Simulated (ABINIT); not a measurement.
Co:

```xyz
2
Lattice="2.4720 0.0000 0.0000 -1.2360 2.1408 0.0000 0.0000 0.0000 4.0211" Properties=species:S:1:pos:R:3 pbc="T T T"
Co    1.2360    0.7136    3.0159
Co    0.0000    1.4272    1.0053
```

Base run:

- Program: ABINIT 10.8.3 (patched build)
- Functional: LDA
- Potentials or basis: JTH PAW LDA v2.0
- Cutoff: 544 eV
- k mesh: 10 × 10 × 6
- Occupations: fermi-dirac, width 0.05 eV
- Spin: collinear spin, ferromagnetic start
- Starting moments: [2.0, 2.0] μB

Its results: band gap on the k mesh none (metal or under the smearing width); net moment 3.21 μB per cell; site moments Co +1.66 μB.

Problem. The run is repeated on the same cell with these changes: k mesh from 10 × 10 × 6 to 7 × 7 × 4. What comes out?

Solution. Band gap on the k mesh none (metal or under the smearing width); net moment 3.05 μB per cell; site moments Co +1.57 μB.

Caveats: some runs use coarse meshes.

Not every run made on this cell is shown here.
